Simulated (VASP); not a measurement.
Crystal: B.

```
B
1.0
     1.88524    0.00000    0.00000
     0.00000    1.88524    0.00000
     0.00000    0.00000    1.88524
B
1
Direct
  0.50000 0.50000 0.50000
```

The cell was built by a generator and needn't be a form met in nature.

Base run:

```yaml
Program: VASP 6.6.1
Functional: AM05
Potentials_or_basis: VASP PAW PBE potentials, release 64 (B)
Cutoff: 520 eV
k_mesh: 14 × 14 × 14
Occupations: fermi-dirac, width 0.05 eV
Spin: no spin polarisation
```

Its results: pressure -3.9 GPa.

**Question.** The run is repeated on the same cell with these changes: functional from AM05 to PBEsol. What comes out?

**Answer.** Pressure -2.2 GPa.

Caveats: the PAW data sets were made with another functional, which shifts forces and pressure a little.

Not every run made on this cell is shown here.
